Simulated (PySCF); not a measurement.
# C4H6O: the cost of one run

Computed with PySCF 2.14.0, with density-fitted response routines of our own, on a single molecule in the gas phase. Atoms count from 0, in the outputs and in this text.

## 1. The starting structure

11 atoms, charge 0, multiplicity 1; geometry from: MMFF94s. The atoms were then displaced at random by about 0.03 Å, so the start is not that level's minimum.

Bonds of the start (Å): C0–C1 1.41, C1–C2 1.53, C2–C3 1.38, C2–O4 1.21, C0–H5 1.07, C0–H6 1.05, C1–H7 1.15, C3–H8 1.21, C3–H9 1.12, C3–H10 1.08.

## 2. Optimising the geometry at PBE0-D3(BJ)/def2-SVP

Job settings and geometry (Å):

```
{"job": {"xc": "PBE0", "basis": "def2-SVP", "d3": "d3bj", "grid": 1, "shake": 0.03, "kind": "geom"}, "charge": 0, "multiplicity": 1}
C      1.514770    -0.822860    -0.380560
C      1.042390     0.455990    -0.002980
C     -0.409310     0.851750     0.262850
C     -1.349410    -0.150360     0.123480
O     -0.587700     1.992650     0.615860
H      0.756520    -1.558250    -0.552110
H      2.534680    -0.947520    -0.578290
H      1.828530     1.284730     0.127630
H     -2.412800     0.324020     0.443540
H     -1.294460    -1.002840     0.846280
H     -1.525150    -0.512820    -0.874800
```

On the command line:

```bash
> OMP_NUM_THREADS=1 python probes_run.py task.json out
```

The driver reads the jobs from task.json and runs them one after another.

**Question.** How long does this first job take on 1 thread of Arm Neoverse N1, shared host, and how much memory does it need?

About 49 s, with a peak of 0.4 GiB.
